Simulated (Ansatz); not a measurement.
Cu3N, DFT, PBEsol, PAW with Ansatz's default frozen-core files, scalar-relativistic (Ansatz 0.2.0), run on 1 thread of Arm Neoverse V2 on a shared host.

The cell comes from COD entry 1536894, which wasn't checked; take it as a given geometry. The listed cell was then made from it by scaling, straining or moving an atom.

Command: `ansatz run input.yaml --threads 1 --pin off --max-ram 4096MiB --backend cpu --events-out ev --progress --plain --runs-dir out`

```yaml
crystal:
  lattice:
    - [3.89028, 0.0, 0.0]
    - [0.0, 3.89028, 0.0]
    - [0.0, 0.0, 3.814]
  atoms:
    - { symbol: Cu, position: [0.5, 0.0, 0.0] }
    - { symbol: Cu, position: [0.0, 0.5, 0.0] }
    - { symbol: Cu, position: [0.0, 0.0, 0.5] }
    - { symbol: "N", position: [0.0, 0.0, 0.0] }
kpoints:
  mp_grid: { grid: [10, 10, 10] }
scf:
  occupations: { method: fermi_dirac, width: 0.08 }
hamiltonian:
  xc: pbesol
  pseudopotentials: { kind: paw }
output:
  forces: true
  stress: true
  eigenvalues: true
  efg: { contact_densities: true }
```

(1) How large is the problem that the program sets up?

(2) About how long does it take, and how much memory does it use?

(3) And the same cell and mesh by all-electron PAW (datasets made for this crystal), asked for forces, stress, eigenvalues, efg, on the same hardware?

## Answers

(1) 126 irreducible k-points, 1141 plane waves at Γ, 38 bands.

(2) 15 s of wall time for 9 SCF iterations, with a peak of 0.48 GiB. Times on shared machines scatter by tens of per cent.

(3) 51 s, peak memory 1.1 GiB.
